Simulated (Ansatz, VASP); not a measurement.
One calculation of SnSe2, two programs

```
Sn Se
1.0
     3.83898    0.00000    0.00000
    -1.91949    3.32465    0.00000
     0.00000    0.00000    6.02781
Sn Se
1 2
Direct
  0.00000 0.00000 0.00000
  0.33333 0.66667 0.26450
  0.66667 0.33333 0.73550
```

Alike in both runs: functional PBE; dispersion D3(BJ); k mesh 6 × 6 × 4; occupations gaussian, width 0.1 eV; no spin polarisation.

Ansatz relaxed the structure, and its values are those at the end. VASP's run is a single point on that final structure, the one shown.

```csv
,VASP,Ansatz
version,VASP 6.6.1,Ansatz 0.2.0
potentials or method,"VASP PAW PBE potentials, release 64 (Sn_d, Se)","scalar-relativistic, plane waves, PAW"
plane-wave cutoff (eV),520,420
valence electrons in the cell,26,46
```

```csv
,VASP,Ansatz,Ansatz less VASP
gap on the k mesh at the Fermi level (eV),0.65,0.65,+0.006
least direct gap on the mesh (eV),0.84,0.85,+0.011
pressure (GPa),0.0,0.0,-0.07
rms of the force components (eV/Å),0.001,0.006,+0.0045
```

The two sets of potentials don't hold the same shells in valence.

Caveats: spin-orbit coupling is left out, which moves the levels of the heavy elements. A k mesh can miss the band edges.
